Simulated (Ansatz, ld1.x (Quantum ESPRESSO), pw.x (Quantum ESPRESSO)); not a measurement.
**Be: does the RRKJ potential hold in the solid?**

beryllium (Be), norm-conserving RRKJ (Kleinman–Bylander form), made with ld1.x (Quantum ESPRESSO) 7.5 (PBE, scalar-relativistic). Core [He], reference 2s2 2p0. Waves: 2p (bound, empty): rc 3.60 bohr; 3d channel at -0.1 Ry: rc 3.95 bohr; 2s (bound): rc 2.05 bohr. Local part: the s channel. Core correction: a·sin(br)/r model core inside 1.25 bohr.

Atomic tests: cutoffs needed: 10 Ry and 25 Ry (the cutoffs (Ry, on a coarse ladder) from which the occupation-weighted sum of valence levels, in a spherical-Bessel basis at the reference potential, stays within 10 and 1 mRy of its value at 400 Ry); ghost test: no extra level below or beside the all-electron valence levels (p, d, s, f tested) (spherical-Bessel basis up to 400 Ry, 20 bohr box); largest excitation error: -156 meV (all-electron minus pseudo) for 2s0 2p1, out of 5 test configurations.

Crystal test: sc Be in pw.x 7.5, no spin, 15³ k-points, Fermi–Dirac smearing 0.01 Ry, cutoffs 50/200 Ry. The lattice is a test structure that the element need not adopt, and mesh and smearing are coarse.

pw.x input:

```
&control
  calculation='scf', prefix='x', pseudo_dir='./', outdir='./tmp', tstress=.true., disk_io='none'
/
&system
  ibrav=0, nat=1, ntyp=1, ecutwfc=50, ecutrho=200, nbnd=8,
  occupations='smearing', smearing='fd', degauss=0.01
/
&electrons
  conv_thr=1e-09, mixing_beta=0.4, electron_maxstep=70
/
ATOMIC_SPECIES
Be 1.0 Be.UPF
CELL_PARAMETERS angstrom
  2.16429985 0.00000000 0.00000000
  0.00000000 2.16429985 0.00000000
  0.00000000 0.00000000 2.16429985
ATOMIC_POSITIONS crystal
Be 0.0000 0.0000 0.0000
K_POINTS automatic
15 15 15 0 0 0
```

```bash
pw.x < Be.scf.in > Be.scf.out
```

Question: How does the run end?

Answer: It converges; the pressure is -13.72 GPa against 0.95 GPa from all-electron LAPW. The largest radius (3.95 bohr) exceeds half the bond length (2.04 bohr), so the spheres overlap, which is one possible source of error among others. This is a poor potential for the solid. The log shows:

```
Message from routine setup:
     using ibrav=0 with symmetry is DISCOURAGED, use correct ibrav instead
     lattice parameter (alat)  =       4.0899  a.u.
     unit-cell volume          =      68.4146 (a.u.)^3
     number of electrons       =         2.00
     number of Kohn-Sham states=            8
     kinetic-energy cutoff     =      50.0000  Ry
     charge density cutoff     =     200.0000  Ry
     scf convergence threshold =      1.0E-09
     Exchange-correlation= PBE
     number of k points=   120  Fermi-Dirac smearing, width (Ry)=  0.0100
     iteration #  1     ecut=    50.00 Ry     beta= 0.40
     total energy              =      -2.29350368 Ry
     estimated scf accuracy    <       0.00108763 Ry
     iteration #  2     ecut=    50.00 Ry     beta= 0.40
     total energy              =      -2.29352279 Ry
     estimated scf accuracy    <       0.00037754 Ry
     iteration #  3     ecut=    50.00 Ry     beta= 0.40
     total energy              =      -2.29353177 Ry
     estimated scf accuracy    <       0.00000167 Ry
     iteration #  4     ecut=    50.00 Ry     beta= 0.40
     total energy              =      -2.29353179 Ry
     estimated scf accuracy    <          4.9E-09 Ry
     iteration #  5     ecut=    50.00 Ry     beta= 0.40
     the Fermi energy is     5.4101 ev
!    total energy              =      -2.29353179 Ry
     estimated scf accuracy    <          1.5E-10 Ry
     smearing contrib. (-TS)   =      -0.00184737 Ry
     The total energy is F=E-TS. E is the sum of the following terms:
     one-electron contribution =       1.67068267 Ry
     hartree contribution      =       0.00518722 Ry
     xc contribution           =      -1.19264642 Ry
     ewald contribution        =      -2.77490788 Ry
     convergence has been achieved in   5 iterations
          total   stress  (Ry/bohr**3)                   (kbar)     P=     -137.19
     Message from routine punch:
     Nothing written, as per user request (disk_io='none')
```
